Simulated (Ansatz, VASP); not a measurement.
One calculation of ScAl3, two programs

Contents of INCAR:

```
SYSTEM = ScAl3
  ALGO = Normal
  EDIFF = 1E-6
  ENCUT = 520
  GGA = PS
  ISIF = 2
  ISMEAR = -1
  LASPH = .True.
  LCHARG = .False.
  LREAL = .False.
  LWAVE = .False.
  NBANDS = 18
  NELM = 80
  PREC = Accurate
  SIGMA = 0.05
```

KPOINTS

```
k-points
0
Gamma
  7 7 7
  0 0 0
```

POSCAR

```
ScAl3
1.0
    4.1148789257      0.0000000000      0.0000000000
    0.0000000000      4.1148789257      0.0000000000
    0.0000000000      0.0000000000      4.1148789257
Sc Al
1 3
Direct
    0.0000000000      0.0000000000      0.0000000000
    0.5000000000      0.5000000000      0.0000000000
    0.0000000000      0.5000000000      0.5000000000
    0.5000000000      0.0000000000      0.5000000000
```

input.yaml

```yaml
crystal:
  lattice:
    - [4.1148789257, 0.0, 0.0]
    - [0.0, 4.1148789257, 0.0]
    - [0.0, 0.0, 4.1148789257]
  atoms:
    - { symbol: Sc, position: [0.0, 0.0, 0.0] }
    - { symbol: Al, position: [0.5, 0.5, 0.0] }
    - { symbol: Al, position: [0.0, 0.5, 0.5] }
    - { symbol: Al, position: [0.5, 0.0, 0.5] }
kpoints:
  mp_grid: { grid: [7, 7, 7] }
scf:
  occupations: { method: fermi_dirac, width: 0.05 }
hamiltonian:
  xc: pbesol
  pseudopotentials: { kind: all_electron, lapw: { basis_error: 0.001 } }
output:
  forces: true
  stress: true
  eigenvalues: true
```

Change from the starting cell: volume scaled by 1.02.

Alike in both runs: task single point; functional PBEsol; k mesh 7 × 7 × 7; occupations fermi-dirac, width 0.05 eV; no spin polarisation.

```csv
,VASP,Ansatz
version,VASP 6.6.1,Ansatz 0.2.0
potentials or method,"VASP PAW PBE potentials, release 64 (Sc_sv, Al)","all-electron LAPW, scalar-relativistic"
plane-wave cutoff (eV),520,see its input
```

```tsv
	VASP	Ansatz	Ansatz less VASP
gap on the k mesh at the Fermi level (eV)	none	none	-
pressure (GPa)	-2.7	-2.8	-0.11
```

A gap of «none» marks a metal or a gap that the smearing closes. Ansatz ran all-electron here, so the differences hold the error of VASP's frozen core and of both bases.

Caveats: the PAW data sets were made with another functional, which shifts forces and pressure a little (VASP).
